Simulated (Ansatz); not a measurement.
Varying the input for ZnS

The reference input for Ansatz (plane-wave DFT with PAW):

```yaml
crystal:
  lattice:
    - [0.0, 2.6936828773, 2.6936828773]
    - [2.6936828773, 0.0, 2.6936828773]
    - [2.6936828773, 2.6936828773, 0.0]
  atoms:
    - { symbol: Zn, position: [0.0, 0.0, 0.0] }
    - { symbol: S, position: [0.25, 0.25, 0.25] }
basis:
  ecutwfc: 420
kpoints:
  mp_grid: { grid: [6, 6, 6] }
hamiltonian:
  xc: pbe
scf:
  occupations: { method: gaussian, width: 0.1 }
output:
  forces: true
  stress: true
  eigenvalues: true
```

Command:

```bash
ansatz run input.yaml --threads 1 --pin off --max-ram 1331MiB --backend cpu --events-out ev --progress --plain --runs-dir out
```

The run converges in 6 SCF iterations on 16 irreducible k-points: pressure 2.34 GPa, gap on the sampled k-points 2.15 eV.

These settings were drawn at random to show what each does; none of the numbers is a converged property of the crystal. Each trial's input is given as a difference from the reference's; energies are extrapolated to zero smearing where there is one, and pressure is positive in compression.

Trial 1:

```diff
 kpoints:
-  mp_grid: { grid: [6, 6, 6] }
+  mp_grid: { grid: [4, 4, 4], shift: [0.76, 0.87, 0.28] }
 hamiltonian:
-  xc: pbe
+  xc: revpbe
 scf:
+  max_iter: 80
+  convergence: { dr2_threshold: "1e-8 eV" }
```

The run converges in 7 SCF iterations on 64 irreducible k-points: pressure 4.20 GPa, largest force 0.016 eV/Å, gap on the sampled k-points 3.11 eV. It warns that the SCF threshold is loose for the stress; that the mesh lowers the symmetry. Forces of revPBE on these PAW sets can be off by 10 %.